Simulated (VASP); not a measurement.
# PbSe (Clausthalite) (Fm-3m) in VASP: a series of runs

One crystal, PbSe (Clausthalite), is run at these levels: PBEsol; tasks: phonons, dielectric tensor.

Everything below comes from runs of VASP 6.6.1. Logs are shortened: lines on timing, memory, paths and dates and some standing lists are left out, and cuts for length are marked.

## 1. Starting point

The structure is cubic, space group Fm-3m (No. 225). Conventional cell: a = 6.104 Å, b = 6.104 Å, c = 6.104 Å, α = 90.00°, β = 90.00°, γ = 90.00°. Around Pb (site symmetry m-3m) lie 6 Se at 3.05 Å. Se (site symmetry m-3m) has 6 Pb at 3.05 Å as nearest neighbours.

## 2. Phonons, PBEsol

Contents of POSCAR:

```
PbSe
1.0
    0.0000000000      3.0519897379      3.0519897379
    3.0519897379      0.0000000000      3.0519897379
    3.0519897379      3.0519897379      0.0000000000
  Pb              Se
     1     1
Direct
     0.0000000000000000    0.0000000000000000    0.0000000000000000
     0.5000000000000000    0.5000000000000000    0.5000000000000000
```

Contents of INCAR.step1:

```
ALGO = Fast ; EDIFF = 1E-8
EDIFFG = -0.002 ; ENCUT = 600
GGA = PS ; IBRION = 2
ISIF = 3 ; ISMEAR = 0
LASPH = True ; LCHARG = False
LREAL = False ; LWAVE = False
NELM = 80 ; NSW = 40
PREC = Accurate ; SIGMA = 0.03
```

Contents of INCAR.step2:

```
ALGO = Fast ; EDIFF = 1E-8
ENCUT = 600 ; GGA = PS
IBRION = 6 ; ISIF = 2
ISMEAR = 0 ; LASPH = True
LCHARG = False ; LREAL = False
LWAVE = False ; NELM = 80
NFREE = 2 ; NSW = 1
POTIM = 0.015 ; PREC = Accurate
SIGMA = 0.03
```

Contents of KPOINTS:

```
k-points
0
Gamma
  8 8 8
```

Potentials or basis: VASP PAW PBE potentials, release 64 (Pb_d, Se).

The run is started by

```console
> cat potpaw_PBE.64/Pb_d/POTCAR potpaw_PBE.64/Se/POTCAR > POTCAR
> cp INCAR.step1 INCAR
> mpirun -np 1 vasp_std > vasp.out
> cp CONTCAR POSCAR
> cp INCAR.step2 INCAR
> mpirun -np 1 vasp_std > vasp.out
```

OUTCAR:

```text
EDIFF = 1E-8
   ENCUT = 600
   GGA = PS
   IBRION = 6
   ISIF = 2
   ISMEAR = 0
   LASPH = True
   LREAL = False
   NELM = 80
   NFREE = 2
   NSW = 1
   POTIM = 0.015
   PREC = Accurate

 ion  position               nearest neighbor table
   1  0.000  0.000  0.000-   2 3.05   2 3.05   2 3.05   2 3.05   2 3.05   2 3.05
   2  0.500  0.500  0.500-   1 3.05   1 3.05   1 3.05   1 3.05   1 3.05   1 3.05

  LATTYP: Found a face centered cubic cell.
 ALAT       =     6.1039794758

  Lattice vectors:

 A1 = (   0.0000000000,   3.0519897379,   3.0519897379)
 A2 = (   3.0519897379,   0.0000000000,   3.0519897379)
 A3 = (   3.0519897379,   3.0519897379,   0.0000000000)

Analysis of symmetry for initial positions (statically):
=====================================================================
 Subroutine PRICEL returns:
 Original cell was already a primitive cell.

 Routine SETGRP: Setting up the symmetry group for a
 face centered cubic supercell.

 Subroutine GETGRP returns: Found 48 space group operations
 (whereof 48 operations were pure point group operations)
 out of a pool of 48 trial point group operations.

The static configuration has the point symmetry O_h .

Analysis of symmetry for dynamics (positions and initial velocities):
=====================================================================
 Subroutine PRICEL returns:
 Original cell was already a primitive cell.

 Routine SETGRP: Setting up the symmetry group for a
 face centered cubic supercell.

 Subroutine GETGRP returns: Found 48 space group operations
 (whereof 48 operations were pure point group operations)
 out of a pool of 48 trial point group operations.

The dynamic configuration has the point symmetry O_h .

 Subroutine INISYM returns: Found 48 space group operations
 (whereof 48 operations are pure point group operations),
 and found     1 'primitive' translations

----------------------------------------------------------------------------------------

                                     Primitive cell

  volume of cell :      56.8564

  direct lattice vectors                    reciprocal lattice vectors
     0.000000000  3.051989738  3.051989738    -0.163827550  0.163827550  0.163827550
     3.051989738  0.000000000  3.051989738     0.163827550 -0.163827550  0.163827550
     3.051989738  3.051989738  0.000000000     0.163827550  0.163827550 -0.163827550

  length of vectors
     4.316165280  4.316165280  4.316165280     0.283757639  0.283757639  0.283757639

  position of ions in fractional coordinates (direct lattice)
     0.000000000  0.000000000  0.000000000
     0.500000000  0.500000000  0.500000000

  ion indices of the primitive-cell ions
   primitive index   ion index
                 1           1
                 2           2

----------------------------------------------------------------------------------------

 KPOINTS: k-points

Automatic generation of k-mesh.
 Grid dimensions read from file:
 generate k-points for:    8    8    8

 Generating k-lattice:

  Cartesian coordinates                     Fractional coordinates (reciprocal lattice)
    -0.020478444  0.020478444  0.020478444     0.125000000  0.000000000  0.000000000
     0.020478444 -0.020478444  0.020478444     0.000000000  0.125000000  0.000000000
     0.020478444  0.020478444 -0.020478444     0.000000000  0.000000000  0.125000000

  Length of vectors
     0.035469705  0.035469705  0.035469705

  Shift w.r.t. Gamma in fractional coordinates (k-lattice)
     0.000000000  0.000000000  0.000000000

 Subroutine IBZKPT returns following result:
 ===========================================

 Found     29 irreducible k-points:

 Following reciprocal coordinates:
            Coordinates               Weight
  0.000000  0.000000  0.000000      1.000000
  0.125000  0.000000  0.000000      8.000000
  0.250000  0.000000  0.000000      8.000000
  0.375000  0.000000  0.000000      8.000000
  0.500000  0.000000  0.000000      4.000000
  0.125000  0.125000  0.000000      6.000000
[... 16 lines left out ...]
  0.500000  0.250000  0.125000     48.000000
 -0.375000  0.250000  0.125000     24.000000
 [... further k-points ...]
   k-points           NKPTS =     29   k-points in BZ     NKDIM =     29   number of bands    NBANDS=     14
   number of dos      NEDOS =    301   number of ions     NIONS =      2
   total plane-waves  NPLWV =  46656
   dimension x,y,z NGX =    36 NGY =   36 NGZ =   36
   dimension x,y,z NGXF=    72 NGYF=   72 NGZF=   72
   ions per type =               1   1
   NGX,Y,Z   is equivalent  to a cutoff of  13.87, 13.87, 13.87 a.u.
   NGXF,Y,Z  is equivalent  to a cutoff of  27.73, 27.73, 27.73 a.u.
 SYSTEM =  unknown system
   PREC   = accura    normal or accurate (medium, high low for compatibility)
   ISTART =      0    job   : 0-new  1-cont  2-samecut
   ICHARG =      2    charge: 1-file 2-atom 10-const
   ISPIN  =      1    spin polarized calculation?
   LNONCOLLINEAR =      F non collinear calculations
   LSORBIT =      F    spin-orbit coupling
   LASPH  =      T    aspherical Exc in radial PAW
   ENCUT  =  600.0 eV  44.10 Ry    6.64 a.u.   8.62  8.62  8.62*2*pi/ulx,y,z
   NELM   =     80;   NELMIN=  2; NELMDL=  0     # of ELM steps
   EDIFF  = 0.1E-07   stopping-criterion for ELM
   LREAL  =      F    real-space projection
   EDIFFG = 0.1E-06   stopping-criterion for IOM
   NSW    =     61    number of steps for IOM
   IBRION =      6    ionic relax: 0-MD 1-quasi-New 2-CG
   NFREE  =      2    steps in history (QN), initial steepest desc. (CG)
   ISIF   =      2    stress and relaxation
   ISYM   =      2    0-nonsym 1-usesym 2-fastsym
   POTIM  = 0.0150    time-step for ionic-motion
   TEBEG  =    0.0;   TEEND  =   0.0 temperature during run
   PSTRESS=    0.0 pullay stress
   NELECT =      20.0000    total number of electrons
   NUPDOWN=      -1.0000    fix difference up-down
   EMIN   =  10.00;   EMAX   =-10.00  energy-range for DOS
   EFERMI =   0.00;   METHOD = LEGACY
   ISMEAR =     0;   SIGMA  =   0.03  broadening in eV -4-tet -1-fermi 0-gaus
   EFERMI_NEDOS =   21; number of points for ismear=-14 and -15
   IALGO  =     68    algorithm
   IMIX   =      4    mixing-type and parameters
     AMIX     =   0.40;   BMIX     =  1.00
     AMIX_MAG =   1.60;   BMIX_MAG =  1.00
  volume/ion in A,a.u.               =      28.43       191.84
  Fermi-wavevector in a.u.,A,eV,Ry     =   1.155647  2.183856 18.170844  1.335519
  Thomas-Fermi vector in A             =   2.292274
   LORBIT       =      0    0 simple, 1 ext, 2 COOP (PROOUT), +10 PAW based schemes
   GGA     = PS    functional components
   LHFCALC =     F    Hartree Fock is set to
   AEXX    =    0.0000 exact exchange contribution
   IVDW    =     0    specifies the selected vdW correction
   LEPSILON=     F    determine dielectric tensor
   LRPA    =     F    only Hartree local field effects (RPA)
 finite differences with symmetry
 non-spin polarized calculation
 RMM-DIIS sequential band-by-band and
 Gauss-broadening in eV      SIGMA  =   0.03
  energy-cutoff  :      600.00
  volume of cell :       56.86
 maximum number of plane-waves:      1924
 NGX is ok and might be reduce to    36
   NGX = 17   NGY = 17   NGZ = 17

--------------------------------------- Ionic step        1  -------------------------------------------

 number of electron      20.0000000 magnetization

 Free energy of the ion-electron system (eV)
  ---------------------------------------------------
  ext. energy  EPLUGINS =         0.00000000
  ---------------------------------------------------
  free energy    TOTEN  =        -8.91775910 eV

  energy without entropy =       -8.91775904  energy(sigma->0) =       -8.91775907

------------------------ aborting loop because EDIFF is reached ----------------------------------------

  FORCE on cell =-STRESS in cart. coord.  units (eV):
  Direction    XX          YY          ZZ          XY          YZ          ZX
  --------------------------------------------------------------------------------------
  -------------------------------------------------------------------------------------
  Total       -0.0014162     -0.0014162     -0.0014162      0.0000000      0.0000000     -0.0000000
  in kB       -0.0399080     -0.0399080     -0.0399080      0.0000000      0.0000000     -0.0000000
  external PRESSURE =      -0.0399080 kB  Pullay stress =       0.0000000 kB
[... 129 lines left out ...]
  energy  without entropy=       -8.9177261730  energy(sigma->0) =       -8.91772619

--------------------------------------- Ionic step        5  -------------------------------------------

 number of electron      20.0000000 magnetization

 Free energy of the ion-electron system (eV)
  ---------------------------------------------------
  ext. energy  EPLUGINS =         0.00000000
  ---------------------------------------------------
  free energy    TOTEN  =        -8.91772621 eV

  energy without entropy =       -8.91772618  energy(sigma->0) =       -8.91772620

 E-fermi :   5.1100     XC(G=0):  -9.7582

 val. band max:        5.0202102144   @ k =   0.5000   0.0000   0.0000
 cond. band min:       5.1997805302   @ k =   0.5000   0.0000   0.0000
 fundamental gap:      0.1795703158
 Fermi energy:         5.1099955053

 k-point     1 :       0.0000    0.0000    0.0000
  band No.  band energies     occupation
      1     -11.7440      2.00000
      2     -11.7440      2.00000
      3     -11.7440      2.00000
      4     -11.7428      2.00000
      5     -11.7428      2.00000
      6      -8.6635      2.00000
      7      -1.3017      2.00000
      8       3.1065      2.00000
      9       3.1071      2.00000
     10       3.1071      2.00000
     11       9.7104      0.00000
     12       9.7104      0.00000
     13       9.7124      0.00000
     14      11.4475      0.00000
[... 375 lines left out ...]
 k-point    24 :      -0.3750    0.2500    0.1250
  band No.  band energies     occupation
      1     -11.8043      2.00000
      2     -11.7557      2.00000
      3     -11.7329      2.00000
      4     -11.7222      2.00000
      5     -11.7062      2.00000
      6      -7.3632      2.00000
      7      -3.5315      2.00000
      8       1.6906      2.00000
      9       2.0806      2.00000
     10       4.1834      2.00000
     11       6.3317      0.00000
     12       8.4112      0.00000
     13       9.1064      0.00000
     14      12.5378      0.00000

 [... further k-points ...]

------------------------ aborting loop because EDIFF is reached ----------------------------------------

  FORCE on cell =-STRESS in cart. coord.  units (eV):
  Direction    XX          YY          ZZ          XY          YZ          ZX
  --------------------------------------------------------------------------------------
  -------------------------------------------------------------------------------------
  Total        0.0016218     -0.0020421     -0.0020421      0.0000000      0.0000000      0.0000000
  in kB        0.0457018     -0.0575458     -0.0575458      0.0000000      0.0000000      0.0000000
  external PRESSURE =      -0.0231300 kB  Pullay stress =       0.0000000 kB
[... 17 lines left out ...]
  FREE ENERGIE OF THE ION-ELECTRON SYSTEM (eV)
  ---------------------------------------------------
  free  energy   TOTEN  =        -8.9177262149 eV

  energy  without entropy=       -8.9177261808  energy(sigma->0) =       -8.91772620

 INTERNAL STRAIN TENSORS FROM DISPLACED ATOMS
 ============================================

 INTERNAL STRAIN TENSOR FOR ION    1 for displacements in x,y,z  (eV/Angst):
          X           Y           Z          XY          YZ          ZX
  --------------------------------------------------------------------------------
  x     0.00000     0.00000     0.00000     0.00000     0.00000     0.00000
  y     0.00000     0.00000     0.00000     0.00000     0.00000     0.00000
  z     0.00000     0.00000     0.00000     0.00000     0.00000     0.00000

 INTERNAL STRAIN TENSOR FOR ION    2 for displacements in x,y,z  (eV/Angst):
          X           Y           Z          XY          YZ          ZX
  --------------------------------------------------------------------------------
  x     0.00000     0.00000     0.00000     0.00000     0.00000     0.00000
  y     0.00000     0.00000     0.00000     0.00000     0.00000     0.00000
  z     0.00000     0.00000     0.00000     0.00000     0.00000     0.00000

 Eigenvectors and eigenvalues of the dynamical matrix
 ----------------------------------------------------

   1 f  =    1.138452 THz     7.153105 2PiTHz   37.974671 cm-1     4.708257 meV
             X         Y         Z           dx          dy          dz
      0.000000  0.000000  0.000000    -0.000000    0.541205    0.000000
      3.051990  3.051990  3.051990     0.000000   -0.840890    0.000000

   2 f  =    1.138452 THz     7.153105 2PiTHz   37.974671 cm-1     4.708257 meV
             X         Y         Z           dx          dy          dz
      0.000000  0.000000  0.000000     0.000000    0.000000   -0.541205
      3.051990  3.051990  3.051990     0.000000    0.000000    0.840890
[... 11 lines left out ...]
   5 f/i=    0.021422 THz     0.134595 2PiTHz    0.714544 cm-1     0.088592 meV
             X         Y         Z           dx          dy          dz
      0.000000  0.000000  0.000000    -0.014288    0.832568    0.117147
      3.051990  3.051990  3.051990    -0.009196    0.535849    0.075397

   6 f/i=    0.021422 THz     0.134595 2PiTHz    0.714544 cm-1     0.088592 meV
             X         Y         Z           dx          dy          dz
      0.000000  0.000000  0.000000     0.002088    0.117199   -0.832680
      3.051990  3.051990  3.051990     0.001344    0.075430   -0.535921

 ELASTIC MODULI CONTR FROM IONIC RELAXATION (kBar)
 Direction    XX          YY          ZZ          XY          YZ          ZX
 --------------------------------------------------------------------------------
 XX           0.0000      0.0000      0.0000      0.0000      0.0000      0.0000
 YY           0.0000      0.0000      0.0000      0.0000      0.0000      0.0000
 ZZ           0.0000      0.0000      0.0000      0.0000      0.0000      0.0000
 XY           0.0000      0.0000      0.0000      0.0000      0.0000      0.0000
 YZ           0.0000      0.0000      0.0000      0.0000      0.0000      0.0000
 ZX           0.0000      0.0000      0.0000      0.0000      0.0000      0.0000
 --------------------------------------------------------------------------------
```

Run time: 1.7 min. Hardware: 1 thread of Intel Xeon 6975P-C (Granite Rapids), shared host; peak memory 0.28 GiB.

Results:

| Quantity | Value |
| --- | --- |
| Highest phonon frequency at Γ, LO-TO splitting left out | 38 cm⁻¹ |

Phonon frequencies in cm⁻¹ (negative: imaginary):
| q point | frequencies |
| --- | --- |
| (0.000, 0.000, 0.000) | -1 -1 -1 38 38 38 |

Caveat: the PAW data sets were made with another functional, which shifts forces and pressure a little.

[end of part 1 of 2]
